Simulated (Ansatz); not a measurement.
# Crystals of one type (P6_3/mmc): Bulk modulus and equilibrium volume per atom

Energy against volume at fixed shape and fractional coordinates by the named method, from the given cell, third-order Birch-Murnaghan fit where the minimum lies in the range, no spin or spin-orbit, a sheet repeats along a, b. The results are calculated, by Ansatz 0.2.0.

Settings of every row: method r2SCAN; periodic directions 3; potentials PAW; wave cutoff 500 eV.

Limits: cells from prototypes or lists of computed structures, which needn't be the stable phases (all rows); cells and atoms come from relaxations with r2SCAN.

Each row is one crystal in space group P6_3/mmc (No. 194) with 4 atoms in the cell and the same ratio of atoms; x is the equilibrium volume per atom, y the bulk modulus.

| row | formula | k mesh | smearing width (eV) | equilibrium volume per atom (Å³) | bulk modulus (GPa) |
| --- | --- | --- | --- | --- | --- |
| 1 | MgO | 9x9x4 | 0 | 9.421 | 161.8 |
| 2 | ZnO | 9x9x4 | 0 | 9.834 | 188.5 |
| 3 | CaO | 9x9x4 | 0 | 13.876 | ? |
| 4 | ZnS | 6x6x4 | 0 | 16.407 | 97.7 |
| 5 | SrO | 9x9x4 | 0 | 16.913 | 90.6 |
| 6 | PbO | 9x9x4 | 0.02 | 17.827 | 97.5 |
| 7 | CdS | 6x6x4 | 0 | 20.588 | 81.4 |
| 8 | CdSe | 6x6x4 | 0.02 | 23.286 | 69.3 |
| 9 | PbS | 6x6x4 | 0.02 | 26.989 | 56.8 |
| 10 | BaS | 6x6x4 | 0 | 33.278 | 42.8 |

Question: what bulk modulus should CaO (row 3) have?

Worked estimate. Within a structure type the bulk modulus often falls roughly as a power of the volume, so take logarithms of both. The shown rows have ln x = 2.243, 2.286, 2.798, 2.828, 2.881, 3.025, 3.148, 3.295, 3.505 and ln y = 5.086, 5.239, 4.582, 4.506, 4.580, 4.399, 4.238, 4.040, 3.757. The means are 2.89 and 4.492; the sums about them are S_xx = 1.423 and S_xy = -1.559, so the exponent is -1.1, and the standard deviation about the line is 7.6 %. Row 3 has ln x = 2.630, so ln y = 4.492 − 1.1 × (2.630 − 2.89) = 4.778 and y = 118.9 GPa.

The calculation gave 112.9 GPa. The line lies 6.0 GPa too high, within two standard deviations. The line sums up these rows, a set chosen because a line describes it; it is no law, within this structure type or beyond it.
